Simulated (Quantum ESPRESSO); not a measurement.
## Gd: equation of state with rev-vdW-DF2

Crystal: Gd.

```
CELL_PARAMETERS angstrom
-2.02500 2.02500 2.02500
2.02500 -2.02500 2.02500
2.02500 2.02500 -2.02500
ATOMIC_POSITIONS crystal
Gd 0.00000 0.00000 0.00000
```

This isn't the form of Gd at room conditions, which is hcp.

| Property | Result |
| --- | --- |
| Program | Quantum ESPRESSO 7.5 |
| Task | equation of state |
| Functional | rev-vdW-DF2 |
| Potentials or basis | SSSP 1.3 efficiency PBE |
| Cutoff | 748 eV |
| Density cutoff | 5987 eV |
| k mesh | 9 × 9 × 9 |
| Occupations | fermi-dirac, width 0.05 eV |
| Spin | collinear spin, ferromagnetic start |
| Starting moments | [7.0] μB |
| Mixing beta | 0.3 |
| Most SCF iterations | 120 |
| SCF threshold | 2e-10 Ry |

| Property | Result |
| --- | --- |
| Equilibrium volume | 31.81 Å³/atom |
| Bulk modulus | 37 GPa |
| Pressure derivative of the bulk modulus | 4.0 |

Energy against volume, from the lowest point:
| volume (Å³/atom) | energy (meV/atom) |
| --- | --- |
| 31.222 | 1.27 |
| 31.886 | 0.00 |
| 32.551 | 1.90 |
| 33.215 | 6.64 |
| 33.879 | 13.94 |
| 34.544 | 23.56 |
| 35.208 | 35.28 |

All runs of the series together: 20 min on 1 thread of Arm Neoverse V1, with other jobs on the host.

Caveat: the potentials were made for another functional, which shifts forces and pressure. The state reached can hang on the start; a lower one may exist.
